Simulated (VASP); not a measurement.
# Fe (Im-3m) in VASP: a series of runs

The runs below take Fe through relaxation of cell and atoms, vibrations by finite differences, with PBEsol.

Everything below comes from runs of VASP 6.6.1. Logs are shortened: lines on timing, memory, paths and dates and some standing lists are left out, and cuts for length are marked.

**1. Starting point**

Symmetry: Im-3m, No. 229, cubic system. Conventional cell: a = 2.886 Å, b = 2.886 Å, c = 2.886 Å, α = 90.00°, β = 90.00°, γ = 90.00°. Fe (site symmetry m-3m) has 8 Fe at 2.50 Å as nearest neighbours.

**2. Relaxation of cell and atoms, PBEsol, collinear spin, ferromagnetic start**

INCAR reads:

```
SYSTEM = Fe
  ALGO = Normal
  EDIFF = 1E-7
  EDIFFG = -0.002
  ENCUT = 520
  GGA = PS
  IBRION = 2
  ISIF = 3
  ISMEAR = 0
  ISPIN = 2
  LASPH = .True.
  LCHARG = .False.
  LMAXMIX = 4
  LORBIT = 11
  LREAL = .False.
  LWAVE = .False.
  MAGMOM = 2.5
  NELM = 150
  NSW = 80
  PREC = Accurate
  SIGMA = 0.1
```

KPOINTS reads:

```
k-points
0
Gamma
  20 20 20
  0 0 0
```

POSCAR reads:

```
Fe
1.0
   -1.4430000000      1.4430000000      1.4430000000
    1.4430000000     -1.4430000000      1.4430000000
    1.4430000000      1.4430000000     -1.4430000000
Fe
1
Direct
    0.0000000000      0.0000000000      0.0000000000
```

Potentials or basis: VASP PAW PBE potentials, release 64 (Fe).

Started as:

```sh
$ cat potpaw_PBE.64/Fe/POTCAR > POTCAR
$ mpirun -np 1 vasp_std > vasp.out
```

OUTCAR:

```text
SYSTEM = Fe
   EDIFF = 1E-7
   EDIFFG = -0.002
   ENCUT = 520
   GGA = PS
   IBRION = 2
   ISIF = 3
   ISMEAR = 0
   ISPIN = 2
   LASPH = .True.
   LORBIT = 11
   LREAL = .False.
   NELM = 150
   NSW = 80
   PREC = Accurate

 ion  position               nearest neighbor table
   1  0.000  0.000  0.000-

  LATTYP: Found a body centered cubic cell.
 ALAT       =     2.8860000000

  Lattice vectors:

 A1 = (  -1.4430000000,   1.4430000000,   1.4430000000)
 A2 = (   1.4430000000,  -1.4430000000,   1.4430000000)
 A3 = (   1.4430000000,   1.4430000000,  -1.4430000000)

Analysis of symmetry for initial positions (statically):
=====================================================================
 Subroutine PRICEL returns:
 Original cell was already a primitive cell.

 Routine SETGRP: Setting up the symmetry group for a
 body centered cubic supercell.

 Subroutine GETGRP returns: Found 48 space group operations
 (whereof 48 operations were pure point group operations)
 out of a pool of 48 trial point group operations.

The static configuration has the point symmetry O_h .

Analysis of symmetry for dynamics (positions and initial velocities):
=====================================================================
 Subroutine PRICEL returns:
 Original cell was already a primitive cell.

 Routine SETGRP: Setting up the symmetry group for a
 body centered cubic supercell.

 Subroutine GETGRP returns: Found 48 space group operations
 (whereof 48 operations were pure point group operations)
 out of a pool of 48 trial point group operations.

The dynamic configuration has the point symmetry O_h .

Analysis of structural, dynamic, and magnetic symmetry:
=====================================================================
 Subroutine PRICEL returns:
 Original cell was already a primitive cell.

 Routine SETGRP: Setting up the symmetry group for a
 body centered cubic supercell.

 Subroutine GETGRP returns: Found 48 space group operations
 (whereof 48 operations were pure point group operations)
 out of a pool of 48 trial point group operations.

The overall configuration has the point symmetry O_h .

 Subroutine INISYM returns: Found 48 space group operations
 (whereof 48 operations are pure point group operations),
 and found     1 'primitive' translations

----------------------------------------------------------------------------------------

                                     Primitive cell

  volume of cell :      12.0187

  direct lattice vectors                    reciprocal lattice vectors
    -1.443000000  1.443000000  1.443000000     0.000000000  0.346500347  0.346500347
     1.443000000 -1.443000000  1.443000000     0.346500347  0.000000000  0.346500347
     1.443000000  1.443000000 -1.443000000     0.346500347  0.346500347  0.000000000

  length of vectors
     2.499349315  2.499349315  2.499349315     0.490025489  0.490025489  0.490025489

  position of ions in fractional coordinates (direct lattice)
     0.000000000  0.000000000  0.000000000

  ion indices of the primitive-cell ions
   primitive index   ion index
                 1           1

----------------------------------------------------------------------------------------

 KPOINTS: k-points

Automatic generation of k-mesh.
 Grid dimensions read from file:
 generate k-points for:   20   20   20

 Generating k-lattice:

  Cartesian coordinates                     Fractional coordinates (reciprocal lattice)
     0.000000000  0.017325017  0.017325017     0.050000000  0.000000000  0.000000000
     0.017325017  0.000000000  0.017325017     0.000000000  0.050000000  0.000000000
     0.017325017  0.017325017  0.000000000     0.000000000  0.000000000  0.050000000

  Length of vectors
     0.024501274  0.024501274  0.024501274

  Shift w.r.t. Gamma in fractional coordinates (k-lattice)
     0.000000000  0.000000000  0.000000000

 Subroutine IBZKPT returns following result:
 ===========================================

 Found    256 irreducible k-points:

 Following reciprocal coordinates:
            Coordinates               Weight
  0.000000  0.000000  0.000000      1.000000
  0.050000  0.000000  0.000000     12.000000
  0.100000  0.000000  0.000000     12.000000
  0.150000  0.000000  0.000000     12.000000
  0.200000  0.000000  0.000000     12.000000
  0.250000  0.000000  0.000000     12.000000
[... 16 lines left out ...]
  0.200000  0.100000  0.000000     48.000000
  0.250000  0.100000  0.000000     48.000000
 [... further k-points ...]
   k-points           NKPTS =    256   k-points in BZ     NKDIM =    256   number of bands    NBANDS=      9
   number of dos      NEDOS =    301   number of ions     NIONS =      1
   total plane-waves  NPLWV =   8000
   dimension x,y,z NGX =    20 NGY =   20 NGZ =   20
   dimension x,y,z NGXF=    40 NGYF=   40 NGZF=   40
   ions per type =               1
   NGX,Y,Z   is equivalent  to a cutoff of  13.30, 13.30, 13.30 a.u.
   NGXF,Y,Z  is equivalent  to a cutoff of  26.61, 26.61, 26.61 a.u.
 SYSTEM =  Fe
   PREC   = accura    normal or accurate (medium, high low for compatibility)
   ISTART =      0    job   : 0-new  1-cont  2-samecut
   ICHARG =      2    charge: 1-file 2-atom 10-const
   ISPIN  =      2    spin polarized calculation?
   LNONCOLLINEAR =      F non collinear calculations
   LSORBIT =      F    spin-orbit coupling
   LASPH  =      T    aspherical Exc in radial PAW
   ENCUT  =  520.0 eV  38.22 Ry    6.18 a.u.   4.65  4.65  4.65*2*pi/ulx,y,z
   NELM   =    150;   NELMIN=  2; NELMDL= -5     # of ELM steps
   EDIFF  = 0.1E-06   stopping-criterion for ELM
   LREAL  =      F    real-space projection
   EDIFFG = -.2E-02   stopping-criterion for IOM
   NSW    =     80    number of steps for IOM
   IBRION =      2    ionic relax: 0-MD 1-quasi-New 2-CG
   NFREE  =      1    steps in history (QN), initial steepest desc. (CG)
   ISIF   =      3    stress and relaxation
   ISYM   =      2    0-nonsym 1-usesym 2-fastsym
   POTIM  = 0.5000    time-step for ionic-motion
   TEBEG  =    0.0;   TEEND  =   0.0 temperature during run
   PSTRESS=    0.0 pullay stress
   NELECT =       8.0000    total number of electrons
   NUPDOWN=      -1.0000    fix difference up-down
   EMIN   =  10.00;   EMAX   =-10.00  energy-range for DOS
   EFERMI =   0.00;   METHOD = LEGACY
   ISMEAR =     0;   SIGMA  =   0.10  broadening in eV -4-tet -1-fermi 0-gaus
   EFERMI_NEDOS =   21; number of points for ismear=-14 and -15
   IALGO  =     38    algorithm
   IMIX   =      4    mixing-type and parameters
     AMIX     =   0.40;   BMIX     =  1.00
     AMIX_MAG =   1.60;   BMIX_MAG =  1.00
  volume/ion in A,a.u.               =      12.02        81.11
  Fermi-wavevector in a.u.,A,eV,Ry     =   1.429394  2.701162 27.798962  2.043166
  Thomas-Fermi vector in A             =   2.549352
   LORBIT       =     11    0 simple, 1 ext, 2 COOP (PROOUT), +10 PAW based schemes
   GGA     = PS    functional components
   LHFCALC =     F    Hartree Fock is set to
   AEXX    =    0.0000 exact exchange contribution
   IVDW    =     0    specifies the selected vdW correction
   LEPSILON=     F    determine dielectric tensor
   LRPA    =     F    only Hartree local field effects (RPA)
 conjugate gradient relaxation of ions
 spin polarized calculation
 Gauss-broadening in eV      SIGMA  =   0.10
  energy-cutoff  :      520.00
  volume of cell :       12.02
 maximum number of plane-waves:       336
   NGX =  9   NGY =  9   NGZ =  9

--------------------------------------- Ionic step        1  -------------------------------------------

 number of electron       7.9999995 magnetization       2.2852919

 Free energy of the ion-electron system (eV)
  ---------------------------------------------------
  ext. energy  EPLUGINS =         0.00000000
  ---------------------------------------------------
  free energy    TOTEN  =        -8.84782344 eV

  energy without entropy =       -8.84277746  energy(sigma->0) =       -8.84530045

------------------------ aborting loop because EDIFF is reached ----------------------------------------

  FORCE on cell =-STRESS in cart. coord.  units (eV):
  Direction    XX          YY          ZZ          XY          YZ          ZX
  --------------------------------------------------------------------------------------
  -------------------------------------------------------------------------------------
  Total       -1.3314389     -1.3314389     -1.3314389      0.0000000      0.0000000      0.0000000
  in kB     -177.4895753   -177.4895753   -177.4895753      0.0000000      0.0000000      0.0000000
  external PRESSURE =    -177.4895753 kB  Pullay stress =       0.0000000 kB
[... 195 lines left out ...]
  energy  without entropy=       -8.9173539390  energy(sigma->0) =       -8.91949037

--------------------------------------- Ionic step        7  -------------------------------------------

 number of electron       7.9999999 magnetization       2.0906104

 Free energy of the ion-electron system (eV)
  ---------------------------------------------------
  ext. energy  EPLUGINS =         0.00000000
  ---------------------------------------------------
  free energy    TOTEN  =        -8.92164527 eV

  energy without entropy =       -8.91742099  energy(sigma->0) =       -8.91953313

 E-fermi :   6.2118     XC(G=0): -13.5685

 val. band max:        6.2084570950   @ k =  -0.4500   0.4500   0.0500
 cond. band min:       6.2227117213   @ k =  -0.4000   0.4500   0.0500
 fundamental gap:      0.0142546263
 Fermi energy:         6.2118095894

 spin component 1

 k-point     1 :       0.0000    0.0000    0.0000
  band No.  band energies     occupation
      1      -2.6232      1.00000
      2       3.7955      1.00000
      3       3.7955      1.00000
      4       3.7955      1.00000
      5       5.1555      1.00000
      6       5.1555      1.00000
      7      31.6203      0.00000
      8      31.6203      0.00000
      9      31.6203      0.00000
[... 265 lines left out ...]
 k-point    24 :       0.2500    0.1000    0.0000
  band No.  band energies     occupation
      1       0.6337      1.00000
      2       3.0111      1.00000
      3       3.5000      1.00000
      4       4.9570      1.00000
      5       5.3725      1.00000
      6       5.9724      0.99965
      7      20.3617      0.00000
      8      24.8646      0.00000
      9      28.5814      0.00000

 [... further k-points ...]

 spin component 2

 k-point     1 :       0.0000    0.0000    0.0000
  band No.  band energies     occupation
      1      -2.3573      1.00000
      2       5.6125      1.00000
      3       5.6126      1.00000
      4       5.6126      1.00000
      5       7.7203      0.00000
      6       7.7204      0.00000
      7      31.5497      0.00000
      8      31.5497      0.00000
      9      31.5497      0.00000
[... 265 lines left out ...]
 k-point    24 :       0.2500    0.1000    0.0000
  band No.  band energies     occupation
      1       1.1510      1.00000
      2       4.6917      1.00000
      3       5.0353      1.00000
      4       7.3085      0.00000
      5       7.8129      0.00000
      6       8.0191      0.00000
      7      21.1754      0.00000
      8      25.3461      0.00000
      9      29.1896      0.00000

 [... further k-points ...]

------------------------ aborting loop because EDIFF is reached ----------------------------------------

  FORCE on cell =-STRESS in cart. coord.  units (eV):
  Direction    XX          YY          ZZ          XY          YZ          ZX
  --------------------------------------------------------------------------------------
  -------------------------------------------------------------------------------------
  Total        0.0004273      0.0004273      0.0004273      0.0000000      0.0000000     -0.0000000
  in kB        0.0633686      0.0633686      0.0633686      0.0000000      0.0000000     -0.0000000
  external PRESSURE =       0.0633686 kB  Pullay stress =       0.0000000 kB
[... 16 lines left out ...]
  FREE ENERGIE OF THE ION-ELECTRON SYSTEM (eV)
  ---------------------------------------------------
  free  energy   TOTEN  =        -8.9216452710 eV

  energy  without entropy=       -8.9174209888  energy(sigma->0) =       -8.91953313

 reached required accuracy - stopping structural energy minimisation

 total charge

# of ion       s       p       d       tot
------------------------------------------
    1        0.512   0.592   6.278   7.382

 magnetization (x)

# of ion       s       p       d       tot
------------------------------------------
    1       -0.012  -0.049   2.133   2.072
```

It took 88 s on 1 thread of Intel Xeon 6975P-C (Granite Rapids), shared host; peak memory 0.18 GiB.

What came out:

* Free energy: -8.9216 eV
* Relaxed volume: 10.80 Å³/atom
* Relaxed cell: a = 2.412 Å, b = 2.412 Å, c = 2.412 Å, α = 109.47°, β = 109.47°, γ = 109.47°
* Space group after relaxing (to 0.05 Å): Im-3m (No. 229)
* Energy gained by relaxing: 73.8 meV/atom
* Ionic steps: 7
* Pressure after relaxing: 0.0 GPa
* Band gap on the k mesh: none (metal or under the smearing width)
* Net moment: 2.09 μB per cell
* Site moments: Fe +2.07 μB
* Valence electrons inside the program's atomic spheres: Fe 7.38

The path:
```
step  energy change (eV)  largest force (eV/Å)  pressure (GPa)  volume (Å³)
   1              0.0000                0.0000          -17.75        12.02
   2             -0.0012                0.0000           26.49         9.85
   3             -0.0737                0.0000           -0.66        10.84
   4             -0.0738                0.0000           -0.14        10.81
   5             -0.0738                0.0000            0.35        10.79
   6             -0.0738                0.0000           -0.33        10.82
   7             -0.0738                0.0000            0.01        10.80
```

Final structure:
```
CELL_PARAMETERS angstrom
-1.39259 1.39259 1.39259
1.39259 -1.39259 1.39259
1.39259 1.39259 -1.39259
ATOMIC_POSITIONS crystal
Fe 0.00000 0.00000 0.00000
```

Caveat: the PAW data sets were made with another functional, which shifts forces and pressure a little; the volume moved by -10 % from the deposited cell, more than functionals usually miss.

**3. Relaxation of cell and atoms, PBEsol, collinear spin, ferromagnetic start**

This run uses another cell than the first one, of 10.80 Å³/atom, 0.899 times its volume.

INCAR is that of step 2.

KPOINTS is that of step 2.

POSCAR reads:

```
Fe                                      
1.0
   -1.3925934451      1.3925934451      1.3925934451
    1.3925934451     -1.3925934451      1.3925934451
    1.3925934451      1.3925934451     -1.3925934451
  Fe            
     1
Direct
     0.0000000000000000    0.0000000000000000    0.0000000000000000
```

Potentials or basis: VASP PAW PBE potentials, release 64 (Fe).

Started as:

```sh
$ cat potpaw_PBE.64/Fe/POTCAR > POTCAR
$ mpirun -np 1 vasp_std > vasp.out
```

It took 40 s on 1 thread of Intel Xeon 6975P-C (Granite Rapids), shared host; peak memory 0.16 GiB.

It converged, with:

```
Free energy                                           : -8.9215 eV
Relaxed volume                                        : 10.81 Å³/atom
Relaxed cell                                          : a = 2.412 Å, b = 2.412 Å, c = 2.412 Å, α = 109.47°, β = 109.47°, γ = 109.47°
Space group after relaxing (to 0.05 Å)                : Im-3m (No. 229)
Energy gained by relaxing                             : 0.0 meV/atom
Ionic steps                                           : 5
Pressure after relaxing                               : 0.0 GPa
Band gap on the k mesh                                : none (metal or under the smearing width)
Net moment                                            : 2.09 μB per cell
Site moments                                          : Fe +2.07 μB
Valence electrons inside the program's atomic spheres : Fe 7.38
```

Final structure:
```yaml
crystal:
  lattice:
    - [-1.39272, 1.39272, 1.39272]
    - [1.39272, -1.39272, 1.39272]
    - [1.39272, 1.39272, -1.39272]
  atoms:
    - { symbol: Fe, position: [0.00000, 0.00000, 0.00000] }
```

Levels at points of the mesh, in eV from the Fermi level:
Spin up:
```csv
k point,band 2,band 3,band 4,band 5,band 6,band 7,band 8,band 9
"(0.00, 0.00, 0.00)",-2.42,-2.42,-2.42,-1.06,-1.06,25.41,25.41,25.41
"(0.50, 0.00, 0.00)",-3.60,-0.99,-0.84,0.41,0.51,7.78,18.70,20.92
"(0.50, 0.50, 0.50)",-5.17,0.21,0.21,0.21,10.19,10.19,10.19,16.13
```
Spin down:
| k point | band 1 | band 2 | band 3 | band 4 | band 5 | band 6 | band 7 | band 8 |
| --- | --- | --- | --- | --- | --- | --- | --- | --- |
| (0.00, 0.00, 0.00) | -8.57 | -0.60 | -0.60 | -0.60 | 1.51 | 1.51 | 25.34 | 25.34 |
| (0.50, 0.00, 0.00) | -4.00 | -1.97 | 0.64 | 1.38 | 1.79 | 2.62 | 9.12 | 18.86 |
| (0.50, 0.50, 0.50) | -3.45 | -3.45 | 2.29 | 2.29 | 2.29 | 10.55 | 10.55 | 10.55 |

Caveat: the PAW data sets were made with another functional, which shifts forces and pressure a little.

(Part 1 of 2 ends here.)
